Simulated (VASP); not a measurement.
Here is a VASP 6.6.1 calculation.

File INCAR:

```
SYSTEM = HfO2
PREC     = Accurate       ! precision mode
ENCUT    = 520            ! plane-wave cutoff, eV
EDIFF    = 1E-8           ! SCF threshold, eV
ISMEAR   = 0              ! smearing method
SIGMA    = 0.02           ! smearing width, eV
LREAL    = .False.        ! projectors in reciprocal space
LASPH    = .True.         ! aspherical terms in the spheres
NELM     = 80             ! most SCF steps
ALGO     = Normal         ! electronic algorithm
ISIF     = 2              ! what is computed and relaxed
LWAVE    = .False.        ! write WAVECAR
LCHARG   = .False.        ! write CHGCAR
GGA      = PE             ! functional
LEPSILON = .True.         ! dielectric tensor by DFPT
```

KPOINTS

```
Automatic mesh
0
Gamma
  3 5 3
  0 0 0
```

POSCAR

```
HfO2
1.0
    5.5563950000      0.0000000000      0.0000000000
    0.0000000000      3.3335970000      0.0000000000
    0.0000000000      0.0000000000      6.5049950000
Hf O
4 8
Direct
    0.7486820000      0.7500000000      0.6078710000
    0.2513180000      0.2500000000      0.3921290000
    0.2486820000      0.7500000000      0.8921290000
    0.7513180000      0.2500000000      0.1078710000
    0.6394990000      0.2500000000      0.4234000000
    0.3605010000      0.7500000000      0.5766000000
    0.1394990000      0.2500000000      0.0766000000
    0.8605010000      0.7500000000      0.9234000000
    0.5207940000      0.2500000000      0.8414530000
    0.4792060000      0.7500000000      0.1585470000
    0.0207940000      0.2500000000      0.6585470000
    0.9792060000      0.7500000000      0.3414530000
```

Potentials or basis: VASP PAW PBE potentials, release 64 (Hf_pv, O).

Run with:

```console
$ cat potpaw_PBE.64/Hf_pv/POTCAR potpaw_PBE.64/O/POTCAR > POTCAR
$ mpirun -np 1 vasp_std > vasp.out
```

What does it give for the electronic dielectric tensor (diagonal)?

5.73, 5.58, 5.67.

Estimate the Born charges (mean of the diagonal).

Hf +5.01; O -2.48, -2.53 e.

What does it give for the band gap on the k mesh?

3.40 eV, direct.

Born effective charge tensors (e):
atom 1, Hf
```
5.04 0.00 0.00
0.00 4.96 0.00
0.07 0.00 5.02
```
atom 2, Hf
```
5.04 0.00 0.00
0.00 4.96 0.00
0.07 0.00 5.02
```
atom 3, Hf
```
 5.04  0.00  0.00
 0.00  4.96  0.00
-0.07  0.00  5.02
```
atom 4, Hf
```
 5.04  0.00  0.00
 0.00  4.96  0.00
-0.07  0.00  5.02
```
atom 5, O
```
-2.42  0.00 -0.21
 0.00 -2.32  0.00
-0.22  0.00 -2.70
```
atom 6, O
```
-2.42  0.00 -0.21
 0.00 -2.32  0.00
-0.22  0.00 -2.70
```
atom 7, O
```
-2.42  0.00  0.21
 0.00 -2.32  0.00
 0.22  0.00 -2.70
```
atom 8, O
```
-2.42  0.00  0.21
 0.00 -2.32  0.00
 0.22  0.00 -2.70
```
atom 9, O
```
-2.62  0.00 -0.09
 0.00 -2.64  0.00
 0.04  0.00 -2.33
```
atom 10, O
```
-2.62  0.00 -0.09
 0.00 -2.64  0.00
 0.04  0.00 -2.33
```
atom 11, O
```
-2.62  0.00  0.09
 0.00 -2.64  0.00
-0.04  0.00 -2.33
```
atom 12, O
```
-2.62  0.00  0.09
 0.00 -2.64  0.00
-0.04  0.00 -2.33
```

Caveat: spin-orbit coupling is left out, which moves the levels of the heavy elements; an odd mesh through Γ misses points on the zone boundary, where band edges often lie.
